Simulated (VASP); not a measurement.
The system is Pb.

```
Pb
1.0
     0.00000    2.47502    2.47502
     2.47502    0.00000    2.47502
     2.47502    2.47502    0.00000
Pb
1
Cartesian
  0.0000 0.0000 0.0000
```

| Item | Value |
| --- | --- |
| Program | VASP 6.6.1 |
| Task | relaxation of cell and atoms |
| Functional | vdW-DF |
| Potentials or basis | VASP PAW PBE potentials, release 64 (Pb_d) |
| Cutoff | 600 eV |
| k mesh | 9 × 9 × 9 |
| Occupations | fermi-dirac, width 0.05 eV |
| Spin | no spin polarisation |

At the start: pressure 4.9 GPa; volume 30.32 Å³/atom.

**Question.** How do energy, volume and symmetry change on relaxing?

**Answer.** Over 3 steps the energy falls by 48.2 meV/atom and the volume is 33.75 Å³/atom (+11.3 %); space group Fm-3m (No. 225, to 0.05 Å).

Step by step:
```
step  energy change (eV)  largest force (eV/Å)  pressure (GPa)  volume (Å³)
   1              0.0000                0.0000            4.92        30.32
   2             -0.0460                0.0000           -0.83        34.60
   3             -0.0482                0.0000            0.03        33.75
```

Final structure:
```
Pb
1.0
     0.00000    2.56507    2.56507
     2.56507    0.00000    2.56507
     2.56507    2.56507    0.00000
Pb
1
Direct
  0.00000 0.00000 0.00000
```

The cell as given is a measured one (30.32 Å³/atom); vdW-DF puts the equilibrium volume +11.3 % from it, thermal expansion not counted.

Caveat: the PAW data sets were made with another functional, which shifts forces and pressure a little; the volume moved by +11 % from the deposited cell, more than functionals usually miss.
